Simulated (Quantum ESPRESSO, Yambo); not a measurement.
Planning a run of Yambo 5.3.0 on SiC (Moissanite). The input:

```
HF_and_locXC
gw0
dyson
ppa
em1d
rim_cut
RandQpts= 1000000
RandGvec= 1 RL
EXXRLvcs= 74 Ry
VXCRLvcs= 296 Ry
Chimod= "HARTREE"
% BndsRnXp
 1 | 207 |
%
NGsBlkXp= 17 Ry
% LongDrXp
 1 | 1 | 1 |
%
% GbndRnge
 1 | 207 |
%
DysSolver= "n"
ExtendOut
PPAPntXp= 27.21138 eV
% QPkrange
 1 | 1 | 7 | 10 |
 5 | 5 | 7 | 10 |
 3 | 3 | 7 | 10 |
%
```

```sh
OMP_NUM_THREADS=1 mpirun -n 4 yambo -F gw11.in -J gw11 -C gw11 > gw11.log
```

The stored states that it reads are on a 3×3×2 mesh. Symmetry: P6_3mc, No. 186, hexagonal system. Conventional cell: a = 3.076 Å, b = 3.076 Å, c = 5.048 Å, α = 90.00°, β = 90.00°, γ = 120.00°. Nearest to Si lie 4 C at 1.88 to 1.90 Å. C has 4 Si at 1.88 to 1.90 Å nearest. Farther neighbours are not listed.

Estimate wall time and host memory on 4 MPI ranks of Arm Neoverse V1, shared host.

It took 65 s; on shared hardware allow 32 s to 2.2 min. Peak host memory was 1.4 GiB.

The screening grows as filled bands × empty bands × pairs of k points, times the square of the screening basis for the matrix.

[Paths, hosts, dates, memory and timing lines, banners, echoed tables and standing remarks are left out of the program output.]

[Logs are printed without paths, hosts, clocks, repeated set-up lines and the standing remarks that a program may print on its own settings, such as how far it seeks lower states.]

[Runs of the session that timed out or met a known fault of the program may be left out.]

[Hosts, paths, dates, database ids (printed as entryN), source tags and the programs' standing remarks are cut or masked in the printed files.]
